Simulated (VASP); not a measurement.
# Tb (Im-3m) in VASP: electric field gradients with PBE

Aim: the electric field gradients of Tb with PBE.

Program: VASP 6.6.1. These are calculated values, not measurements. Logs are shortened: lines on timing, memory, paths and dates and some standing lists are left out, and cuts for length are marked.

**1. The undisturbed crystal**

The structure is cubic, space group Im-3m (No. 229). Conventional cell: a = 4.020 Å, b = 4.020 Å, c = 4.020 Å, α = 90.00°, β = 90.00°, γ = 90.00°. Tb (site symmetry m-3m) has 8 Tb at 3.48 Å as nearest neighbours.

This isn't the form of Tb at room conditions, which is hcp.

**2. Electric field gradients, PBE, collinear spin, typed start (xy shear strain of +3 %, crystal datasets)**

INCAR reads:

```
ALGO = Normal ; EDIFF = 1E-8
ENCUT = 520 ; GGA = PE
ISIF = 2 ; ISMEAR = -1
ISPIN = 2 ; LASPH = True
LCHARG = False ; LEFG = True
LMAXMIX = 6 ; LORBIT = 11
LREAL = False ; LWAVE = False
MAGMOM = 6 ; NBANDS = 20
NELM = 150 ; PREC = Accurate
SIGMA = 0.05
```

KPOINTS reads:

```
k-points
0
Gamma
  13 13 13
```

POSCAR reads:

```
Tb
1.0
   -1.9798500000      1.9798500000      2.0100000000
    1.9798500000     -1.9798500000      2.0100000000
    2.0401500000      2.0401500000     -2.0100000000
Tb
1
Direct
    0.0000000000      0.0000000000      0.0000000000
```

Potentials or basis: VASP PAW PBE potentials, release 64 (Tb).

On the command line:

```console
$ cat potpaw_PBE.64/Tb/POTCAR > POTCAR
$ mpirun -np 1 vasp_std > vasp.out
```

OUTCAR:

```text
EDIFF = 1E-8
   ENCUT = 520
   GGA = PE
   ISIF = 2
   ISMEAR = -1
   ISPIN = 2
   LASPH = True
   LORBIT = 11
   LREAL = False
   NELM = 150
   PREC = Accurate

 ion  position               nearest neighbor table
   1  0.000  0.000  0.000-

  LATTYP: Found a face centered orthorhombic cell.
 ALAT       =     4.0200000000
 B/A-ratio  =     1.3930003589
 C/A-ratio  =     1.4354267658

  Lattice vectors:

 A1 = (   4.0200000000,   0.0603000000,   0.0000000000)
 A2 = (   2.0401500000,   2.0401500000,   2.0100000000)
 A3 = (   1.9798500000,  -1.9798500000,   2.0100000000)

Analysis of symmetry for initial positions (statically):
=====================================================================
 Subroutine PRICEL returns:
 Original cell was already a primitive cell.

 Routine SETGRP: Setting up the symmetry group for a
 face centered orthorhombic supercell.

 Subroutine GETGRP returns: Found  8 space group operations
 (whereof  8 operations were pure point group operations)
 out of a pool of  8 trial point group operations.

The static configuration has the point symmetry D_2h.

Analysis of symmetry for dynamics (positions and initial velocities):
=====================================================================
 Subroutine PRICEL returns:
 Original cell was already a primitive cell.

 Routine SETGRP: Setting up the symmetry group for a
 face centered orthorhombic supercell.

 Subroutine GETGRP returns: Found  8 space group operations
 (whereof  8 operations were pure point group operations)
 out of a pool of  8 trial point group operations.

The dynamic configuration has the point symmetry D_2h.

Analysis of structural, dynamic, and magnetic symmetry:
=====================================================================
 Subroutine PRICEL returns:
 Original cell was already a primitive cell.

 Routine SETGRP: Setting up the symmetry group for a
 face centered orthorhombic supercell.

 Subroutine GETGRP returns: Found  8 space group operations
 (whereof  8 operations were pure point group operations)
 out of a pool of  8 trial point group operations.

The overall configuration has the point symmetry D_2h.

 Subroutine INISYM returns: Found  8 space group operations
 (whereof  8 operations are pure point group operations),
 and found     1 'primitive' translations

[... 144 lines left out ...]
 cond. band min:       2.9339115453   @ k =  -0.1538  -0.2308   0.0769
 fundamental gap:      0.0004410025
 Fermi energy:         2.9337973607

 spin component 1

 k-point     1 :       0.0000    0.0000    0.0000
  band No.  band energies     occupation
      1     -43.2127      1.00000
      2     -19.5153      1.00000
      3     -19.4991      1.00000
      4     -19.4841      1.00000
      5      -2.0821      1.00000
      6      -1.1340      1.00000
[... 541 lines left out ...]
     19      12.6631      0.00000
     20      14.3578      0.00000

 [... further k-points ...]

 spin component 2

 k-point     1 :       0.0000    0.0000    0.0000
  band No.  band energies     occupation
      1     -40.6622      1.00000
      2     -17.6334      1.00000
      3     -17.6171      1.00000
      4     -17.6025      1.00000
      5      -1.7302      1.00000
      6       2.8345      0.87922
[... 541 lines left out ...]
     19      13.1698      0.00000
     20      15.1577      0.00000

 [... further k-points ...]

------------------------ aborting loop because EDIFF is reached ----------------------------------------

  FORCE on cell =-STRESS in cart. coord.  units (eV):
  Direction    XX          YY          ZZ          XY          YZ          ZX
  --------------------------------------------------------------------------------------
  -------------------------------------------------------------------------------------
  Total        0.0468495      0.0468495      0.0572024     -0.1287220      0.0000000      0.0000000
  in kB        2.3113454      2.3113454      2.8221136     -6.3505716      0.0000000      0.0000000
  external PRESSURE =       2.4816015 kB  Pullay stress =       0.0000000 kB

 VOLUME and BASIS-vectors are now :
 -----------------------------------------------------------------------------
  energy-cutoff  :      520.00
  volume of cell :       32.48
      direct lattice vectors                 reciprocal lattice vectors
    -1.979850000  1.979850000  2.010000000    -0.003732183  0.248812202  0.248756219
     1.979850000 -1.979850000  2.010000000     0.248812202 -0.003732183  0.248756219
     2.040150000  2.040150000 -2.010000000     0.245080019  0.245080019  0.000000000

 POSITION                                       TOTAL-FORCE (eV/Angst)
 -----------------------------------------------------------------------------------
      0.00000      0.00000      0.00000         0.000000      0.000000      0.000000
 -----------------------------------------------------------------------------------
    total drift:                                0.000000     -0.000000     -0.000000

  FREE ENERGIE OF THE ION-ELECTRON SYSTEM (eV)
  ---------------------------------------------------
  free  energy   TOTEN  =        -9.4658222469 eV

  energy  without entropy=       -9.3928721669  energy(sigma->0) =       -9.42934721

 Electric field gradients (V/A^2)
---------------------------------------------------------------------
 ion       V_xx      V_yy      V_zz      V_xy      V_xz      V_yz
---------------------------------------------------------------------
   1       0.100     0.100    -0.200   -27.073    -0.001    -0.001
---------------------------------------------------------------------

 Electric field gradients after diagonalization (V/A^2)
 (convention: |V_zz| > |V_xx| > |V_yy|)
----------------------------------------------------------------------
 ion       V_xx      V_yy      V_zz     asymmetry (V_yy - V_xx)/ V_zz
----------------------------------------------------------------------
   1     -26.973    -0.200    27.173       0.985
----------------------------------------------------------------------

           NMR quadrupolar parameters

 Cq : quadrupolar parameter    Cq=e*Q*V_zz/h
 eta: asymmetry parameters     (V_yy - V_xx)/ V_zz
 Q  : nuclear electric quadrupole moment in mb (millibarn)
----------------------------------------------------------------------
 ion       Cq(MHz)       eta       Q (mb)
----------------------------------------------------------------------
   1       0.066       0.985       1.000
----------------------------------------------------------------------

 total charge

# of ion       s       p       d       f       tot
--------------------------------------------------
    1        2.085   5.602   0.484   8.151  16.321

 magnetization (x)

# of ion       s       p       d       f       tot
--------------------------------------------------
    1        0.000  -0.048   0.071   5.642   5.666
```

stdout:

```text
POSCAR found type information on POSCAR Tb
 POSCAR found :  1 types and       1 ions
 scaLAPACK will be used
 LDA part: xc-table for (Slater+PW92), standard interpolation
 POSCAR, INCAR and KPOINTS ok, starting setup
 FFT: planning ... GRIDC
 FFT: planning ... GRID_SOFT
 FFT: planning ... GRID
 WAVECAR not read
 entering main loop
ion   1
```

It took 14 min on 1 thread of Intel Xeon 6975P-C (Granite Rapids), shared host; peak memory 0.51 GiB.

What came out:

```yaml
Free_energy: -9.4658 eV
Pressure: 0.2 GPa
Band_gap_on_the_k_mesh: none (metal or under the smearing width)
Net_moment: 5.86 μB per cell
Site_moments: Tb +5.67 μB
Valence_electrons_inside_the_program's_atomic_spheres: Tb 16.32
```

Stress tensor (GPa, compression positive):
```
 0.23 -0.64  0.00
-0.64  0.23  0.00
 0.00  0.00  0.28
```

Electric field gradients, principal values (V/Å²):
```tsv
atom	Vxx	Vyy	Vzz
1 Tb	-0.200	-26.973	27.173
```

Caveat: the magnetic or orbital state may not be the lowest; spin-orbit coupling is left out, which moves the levels of the heavy elements. The state reached can hang on the start; a lower one may exist.
